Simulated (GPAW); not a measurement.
# Sb (I4/mcm) in GPAW: further runs

Aim: see how the results for Sb move with the level of theory and the settings. Levels: r2SCAN, LDA. Tasks: band structure, equation of state.

Everything below comes from runs of GPAW 26.7.0. Logs are shortened: lines on timing, memory, paths and dates and some standing lists are left out, and cuts for length are marked. The log counts tension as positive stress, the text compression.

### 1 The structure

The structure is tetragonal, space group I4/mcm (No. 140). The conventional cell has a = 8.060 Å, b = 8.060 Å, c = 4.051 Å, α = 90.00°, β = 90.00°, γ = 90.00°. Around Sb (site symmetry m2m) lie 7 Sb at 3.03 to 3.45 Å.

This isn't the form of Sb at room conditions, which is rhombohedral.

### 2 Band structure, r2SCAN

The input, run.py:

```python
from ase import Atoms
from ase.dft.bandgap import bandgap
from ase.io import write
from ase.units import GPa
from gpaw import GPAW, PW

atoms = Atoms(['Sb', 'Sb', 'Sb', 'Sb'],
              cell=[[-4.0300106443, 4.0300106443, 2.0254867038],
                    [4.0300106443, -4.0300106443, 2.0254867038],
                    [4.0300106443, 4.0300106443, -2.0254867038]],
              scaled_positions=[[0.65126306, 0.15126306, 0.80252612],
                                [0.15126306, 0.34873694, 0.5],
                                [0.34873694, 0.84873694, 0.19747388],
                                [0.84873694, 0.65126306, 0.5]],
              pbc=True)

calc = GPAW(mode=PW(600),
            xc='MGGA_X_R2SCAN+MGGA_C_R2SCAN',
            kpts={'size': (5, 5, 5), 'gamma': True},
            occupations={'name': 'fermi-dirac', 'width': 0.05},
            nbands=46,
            convergence={'density': 1e-05, 'energy': 1e-05},
            maxiter=150,
            txt='gpaw.txt')
atoms.calc = calc
energy = atoms.get_potential_energy()
forces = atoms.get_forces()
stress = atoms.get_stress()
calc.write('gs.gpw')
write('result.traj', atoms)
print(f'Energy: {energy:.6f} eV')
print('Forces (eV/A):')
print(forces.round(4))
print('Stress (GPa):', (stress / GPa).round(3))
print('Fermi level:', round(calc.get_fermi_level(), 4), 'eV')
print(f'Gap: {bandgap(calc)[0]:.4f} eV, direct: {bandgap(calc, direct=True)[0]:.4f} eV')

path = atoms.cell.bandpath('GXMGZPNZ1M,XP', npoints=80, eps=1e-4)
bs_calc = calc.fixed_density(kpts=path, symmetry='off', nbands=72,
                             convergence={'bands': 'CBM+6.0', 'eigenstates': 1e-6}, txt='bands.txt')
bs = bs_calc.band_structure()
bs.write('bs.json')
print(f'Gap on the path: {bandgap(bs_calc)[0]:.4f} eV')
```

Potentials or basis: GPAW PAW data sets (gpaw-data 1.2.1), pw.

Command:

```bash
OMP_NUM_THREADS=1 python run.py
```

gpaw.txt:

```text
__  _  _
 | _ |_)|_||  |
 |__||  | ||/\| - 26.7.0

Input parameters:
  mode=PW(ecut=600.0),
  convergence={'density': 1e-05, 'energy': 1e-05},
  kpts=MonkhorstPack(size=(5, 5, 5), gamma=True),
  maxiter=150,
  nbands=46,
  occupations=Occupations(name='fermi-dirac', width=0.05),
  xc=XC(name='MGGA_X_R2SCAN+MGGA_C_R2SCAN')

Diagonalizing LCAO Hamiltonian
Converting LCAO to pw mode

         Sb
           Sb
           Sb
             Sb

Atoms  # Å, Bohr magnetons
|   | symbol |        x |         y |         z |    initial magnetic moments |
|---|--------|----------|-----------|-----------|-----------------------------|
| 0 |     Sb | 1.219183 |  5.249194 | -0.000000 | ( 0.0000,  0.0000,  0.0000) |
| 1 |     Sb | 2.810827 |  1.219183 |  0.000000 | ( 0.0000,  0.0000,  0.0000) |
| 2 |     Sb | 2.810827 | -1.219183 |  2.025487 | ( 0.0000,  0.0000,  0.0000) |
| 3 |     Sb | 1.219183 |  2.810827 |  2.025487 | ( 0.0000,  0.0000,  0.0000) |

Unit cell  # Å
| periodic |         x |         y |         z |  lengths |     angles |
|----------|-----------|-----------|-----------|----------|------------|
|      yes | -4.030011 |  4.030011 |  2.025487 | 6.048518 |  96.438697 |
|      yes |  4.030011 | -4.030011 |  2.025487 | 6.048518 |  96.438697 |
|      yes |  4.030011 |  4.030011 | -2.025487 | 6.048518 | 140.870341 |

Number of symmetries: 8
Symmetry operations  # r_c * U_cc + t_c -> r_c
|   | kind |            matrix            |
|---|------|------------------------------|
| 0 |  C4  |  1, 1, 1,  0, 0,-1, -1, 0, 0 |
| 1 |  E   |  1, 0, 0,  0, 1, 0,  0, 0, 1 |
| 2 |  C2  |  0, 1, 0,  1, 0, 0, -1,-1,-1 |
| 3 |  S4  |  0, 0, 1, -1,-1,-1,  0, 1, 0 |
| 4 |  C4  |  0, 0,-1,  1, 1, 1,  0,-1, 0 |
| 5 |  σ   |  0,-1, 0, -1, 0, 0,  1, 1, 1 |
| 6 |  i   | -1, 0, 0,  0,-1, 0,  0, 0,-1 |
| 7 |  S4  | -1,-1,-1,  0, 0, 1,  1, 0, 0 |

BZ-sampling:
  Number of BZ points: 125
  Number of IBZ points: 21

  Monkhorst-Pack size: [5, 5, 5]
  Monkhorst-Pack shift: [0, 0, 0]

K-points  # in reciprocal-cell coordinates
|     |                                coordinates |     weight |
|-----|--------------------------------------------|------------|
|   0 | (  0.00000000,   0.00000000,   0.00000000) | 0.00800000 |
|   1 | (  0.20000000,  -0.20000000,   0.00000000) | 0.03200000 |
|   2 | (  0.20000000,  -0.20000000,   0.20000000) | 0.03200000 |
|   3 | (  0.20000000,   0.00000000,   0.00000000) | 0.06400000 |
|   4 | (  0.20000000,   0.20000000,  -0.20000000) | 0.01600000 |
|   5 | (  0.40000000,  -0.40000000,  -0.20000000) | 0.03200000 |
|   6 | (  0.40000000,  -0.40000000,   0.00000000) | 0.03200000 |
|   7 | (  0.40000000,  -0.40000000,   0.20000000) | 0.03200000 |
|   8 | (  0.40000000,  -0.40000000,   0.40000000) | 0.03200000 |
|   9 | (  0.40000000,  -0.20000000,  -0.20000000) | 0.06400000 |
| ... |                                            |            |
|  20 | (  0.40000000,   0.40000000,   0.40000000) | 0.06400000 |

Plane wave coefficients: 4412
Cutoff: 600.0 eV

Spin-components: 1 (collinear spins)
Bands:           46
Projectors:      24
Spin-degeneracy: 2
Datatype:        complex128

Parallelization:
  kpt:    1
  domain: 1
  band:   1

Density:
  Valence electrons: 60.0
  Components: 1
  Grid points: [35 35 35]
  Charge: 0.0  # |e|

Potential:
  Grid points: [35 35 35]

species:
  Sb:
    name:    Antimony
    Z:       51.0
    valence: 15
    core:    36
    charge:  0.0  # [|e|]
    compensation charges:
      type: gauss
      rc: 0.36  # [Å]
      lmax: 2
    cutoffs:
      filter: 2.23  # [Å]
      core: 2.23  # [Å]
    projectors
    | kind |    occ | energy [eV] | rcut [Å] |
    |------|--------|-------------|----------|
    |   5s |  2.000 |     -12.815 |    1.154 |
    |   5p |  3.000 |      -4.830 |    1.233 |
    |   4d | 10.000 |     -33.514 |    1.196 |
    |    s |        |      14.396 |    1.154 |
    |    p |        |      22.381 |    1.233 |
    |    d |        |      -6.303 |    1.196 |

    Using partial waves for Sb as LCAO basis

Reference energy: -705126.232992  # eV

eigensolver:
  PPCG
  Converge bands: occupied
  niter=2

density mixing:
  MSR1-Mixer
  Pratt-step length: 0.05
  Maximum mixing coefficient: 0.75
  Old densities: 10
  SVD Regularization: 0.005
  Good broyden scale: 1.0
  Trust region scale: 1.0
  Backstep threshold: 4.0
  History deletion threshold: 6.0
  Fourier metric: weight=20.0, sigma=0.015

occupation numbers:
  Fermi-Dirac:
    width: 0.0500  # eV

poisson solver:
  ecut: 4800.0  # eV

xc functional:
  name: MGGA_X_R2SCAN+MGGA_C_R2SCAN with 2 nearest neighbor stencil

convergence criteria:
- Maximum integral of absolute [dens]ity change: 1e-05 electrons / valence electron
- Maximum [total energy] change in last 3 cyles: 1e-05 eV / valence electron
- Maximum integral of absolute [eigenst]ate change: 4e-08 eV^2 / valence electron
maximum number of iterations: 150

SCF iterations
|iter     | |      energy | eigst |  dens |
|---------|-|-------------|-------|-------|
|iter:   1| |  -82.224756 | +0.73 |       |
|iter:   2| |  -75.819823 | -0.60 | -1.78 |
|iter:   3| |  -75.930075 | -1.57 | -1.74 |
|iter:   4| |  -75.909763 | -2.52 | -1.98 |
|iter:   5| |  -75.902380 | -2.72 | -2.14 |
|iter:   6| |  -75.902216 | -3.83 | -2.26 |
|iter:   7| |  -75.901901c| -4.13 | -2.39 |
|iter:   8| |  -75.902567 | -3.58 | -2.55 |
|iter:   9| |  -75.902846 | -4.14 | -3.18 |
|iter:  10| |  -75.902948c| -4.59 | -3.36 |
|iter:  11| |  -75.902962c| -5.66 | -4.45 |
|iter:  12| |  -75.902966c| -6.26 | -4.78 |
|iter:  13| |  -75.902966c| -7.18 | -5.32c|
|iter:  14| |  -75.902966c| -7.58c| -5.79c|

Converged in 14 steps
Energy contributions relative to reference atoms: (reference = -705126.232992)

Energy contributions:
  Kinetic:           8.424763
  Coulomb:          -8.989057
  Zero:              0.089942
  External:          0.000000
  Xc:              -75.419298
  Entropy:          -0.018633
  Spinorbit:         0.000000
  ----------------------------
  Free energy:     -75.912283
  Extrapolated:    -75.902966

dipole moment: (-0.000002, -0.000002, -0.000001)  # |e|*Ang

Fermi level: 5.763
Eigenvalues  # (at kpt = [0.000, 0.000, 0.000])
| band index |      eig [eV] | occ [0-2] |
|------------|---------------|-----------|
|          0 |       -24.359 |     2.000 |
|        ... |               |           |
|         24 |         0.646 |     2.000 |
|         25 |         3.972 |     2.000 |
|         26 |         4.563 |     2.000 |
|         27 |         4.618 |     2.000 |
|         28 |         4.618 |     2.000 |
|         29 |         4.647 |     2.000 |
[... 8 lines left out ...]
|         38 |        13.327 |     0.000 |
|         39 |        13.327 |     0.000 |
|        ... |               |           |
|         45 |        16.646 |     0.000 |

No gap
No difference between direct/indirect transitions

Forces  # eV/Ang
|        x |        y |       z |
|----------|----------|---------|
| -0.04840 | -0.04840 | 0.00000 |  # Sb   0
|  0.04840 | -0.04840 | 0.00000 |  # Sb   1
|  0.04840 |  0.04840 | 0.00000 |  # Sb   2
| -0.04840 |  0.04840 | 0.00000 |  # Sb   3

Stress tensor  # eV/Ang^3
|         x |         y |         z |
|-----------|-----------|-----------|
| -0.004866 |  0.000000 | -0.000000 |
|  0.000000 | -0.004866 |  0.000000 |
| -0.000000 |  0.000000 | -0.000142 |

# Writing to gs.gpw (mode='')
```

bands.txt:

```text
Diagonalizing LCAO Hamiltonian
Converting LCAO to pw mode
convergence criteria:
- Maximum integral of absolute [eigenst]ate change: 1e-06 eV^2 / valence electron
maximum number of iterations: 150

SCF iterations
|iter     | |      energy | eigst |  dens |
|---------|-|-------------|-------|-------|
|iter:   1| |             | +1.05 |       |
|iter:   2| |             | +0.06 |       |
[... 88 lines left out ...]
         [ 0.125     ,  0.125     ,  0.375     ],
         [ 0.14583333,  0.14583333,  0.35416667],
         [ 0.16666667,  0.16666667,  0.33333333],
         [ 0.1875    ,  0.1875    ,  0.3125    ],
         [ 0.20833333,  0.20833333,  0.29166667],
         [ 0.22916667,  0.22916667,  0.27083333],
         [ 0.25      ,  0.25      ,  0.25      ]])),
  maxiter=150,
  nbands=72,
  occupations=Occupations(name='fermi-dirac', width=0.05),
  symmetry=Symmetry(point_group=False, time_reversal=False),
  xc=XC(name='MGGA_X_R2SCAN+MGGA_C_R2SCAN')
```

It took 28 min on 1 thread of Arm Neoverse V2, shared host; peak memory 0.89 GiB.

What came out:

- Free energy: -75.9123 eV
- Pressure: 0.5 GPa
- Largest force: 0.068 eV/Å
- Band gap along the path: none (metal or under the smearing width)

Forces in eV/Å, atoms in the order of the input:
```
Sb  -0.048 -0.048  0.000
Sb   0.048 -0.048  0.000
Sb   0.048  0.048  0.000
Sb  -0.048  0.048  0.000
```

Stress tensor (GPa, compression positive):
```
0.78 0.00 0.00
0.00 0.78 0.00
0.00 0.00 0.02
```

Levels at the corners of the path, in eV from the Fermi level:
```
point  band 26  band 27  band 28  band 29  band 30  band 31  band 32  band 33  band 34  band 35
    Γ    -1.79    -1.20    -1.14    -1.14    -1.12    -1.12    -0.29     2.81     2.81     3.47
    X    -2.56    -2.55    -2.48    -1.15     0.18     0.30     2.04     2.19     3.00     3.34
    M    -3.16    -1.54    -1.54     0.22     0.71     1.82     1.98     1.98     2.22     2.22
    Γ    -1.79    -1.20    -1.14    -1.14    -1.12    -1.12    -0.29     2.81     2.81     3.47
    Z    -3.15    -3.04    -3.04    -0.96    -0.25    -0.25     0.09     1.02     3.62     4.14
    P    -4.11    -4.03    -4.03    -0.95    -0.95     0.05     0.05     2.98     2.98     3.26
    N    -5.27    -2.39    -2.39    -1.22    -1.22    -0.55    -0.55     2.78     2.78     4.87
   Z1    -3.15    -3.04    -3.04    -0.96    -0.25    -0.25     0.09     1.02     3.62     4.14
    M    -3.16    -1.54    -1.54     0.22     0.71     1.82     1.98     1.98     2.22     2.22
    X    -2.56    -2.55    -2.48    -1.15     0.18     0.30     2.04     2.19     3.00     3.34
    P    -4.11    -4.03    -4.03    -0.95    -0.95     0.05     0.05     2.98     2.98     3.26
```

Caveat: the PAW data sets were made with another functional, which shifts forces and pressure a little; spin-orbit coupling is left out, which moves the levels of the heavy elements; the program warned that so skewed a cell can give wrong results.

### 3 Equation of state, LDA

The input, run.py:

```python
from ase import Atoms
from ase.eos import EquationOfState
from ase.io import Trajectory
from ase.units import GPa
from gpaw import GPAW, PW

atoms = Atoms(['Sb', 'Sb', 'Sb', 'Sb'],
              cell=[[-4.0300106443, 4.0300106443, 2.0254867038],
                    [4.0300106443, -4.0300106443, 2.0254867038],
                    [4.0300106443, 4.0300106443, -2.0254867038]],
              scaled_positions=[[0.65126306, 0.15126306, 0.80252612],
                                [0.15126306, 0.34873694, 0.5],
                                [0.34873694, 0.84873694, 0.19747388],
                                [0.84873694, 0.65126306, 0.5]],
              pbc=True)

traj = Trajectory('eos.traj', 'w')
volumes, energies = [], []
for x in [0.94, 0.96, 0.98, 1.0, 1.02, 1.04, 1.06]:
    a = atoms.copy()
    a.set_cell(atoms.cell * x**(1 / 3), scale_atoms=True)
    calc = GPAW(mode=PW(600),
                xc='LDA',
                kpts={'size': (5, 5, 5), 'gamma': True},
                occupations={'name': 'fermi-dirac', 'width': 0.05},
                nbands=46,
                convergence={'density': 1e-05, 'energy': 1e-05},
                maxiter=150,
                txt=f'eos-{x:.2f}.txt')
    a.calc = calc
    energies.append(a.get_potential_energy(force_consistent=True))
    volumes.append(a.get_volume())
    p = -a.get_stress()[:3].mean() / GPa
    calc.write(f'eos-{x:.2f}.gpw')
    traj.write(a)
    print(f'{x:.2f} {volumes[-1]:10.4f} A^3 {energies[-1]:14.6f} eV {p:9.3f} GPa', flush=True)

v0, e0, B = EquationOfState(volumes, energies, eos='birchmurnaghan').fit()
print(f'V0 = {v0:.4f} A^3, E0 = {e0:.6f} eV, B0 = {B / GPa:.2f} GPa')
```

Potentials or basis: the program's PAW data sets (release 1.2.1) made for this functional, pw.

Command:

```bash
OMP_NUM_THREADS=1 python run.py
```

Wall time 14 min (1 thread of AMD EPYC 7R43 (Zen 3), shared host); peak memory 0.43 GiB.

It converged, with:

```yaml
Equilibrium_volume: 31.60 Å³/atom
Bulk_modulus_at_fixed_shape_and_positions: 55 GPa
Pressure_derivative_of_the_bulk_modulus: 4.8
```

Energy against volume, from the lowest point:
| volume (Å³/atom) | energy (meV/atom) |
| --- | --- |
| 30.922 | 2.59 |
| 31.580 | 0.00 |
| 32.238 | 2.14 |
| 32.896 | 8.48 |
| 33.554 | 18.56 |
| 34.212 | 31.92 |
| 34.870 | 48.20 |

Caveat: the cell was scaled at fixed shape and fractional positions, which overstates the stiffness of a crystal with free parameters, most of all of layers and chains; the program warned that so skewed a cell can give wrong results. Spin-orbit coupling is left out, which matters for the levels of Sb.
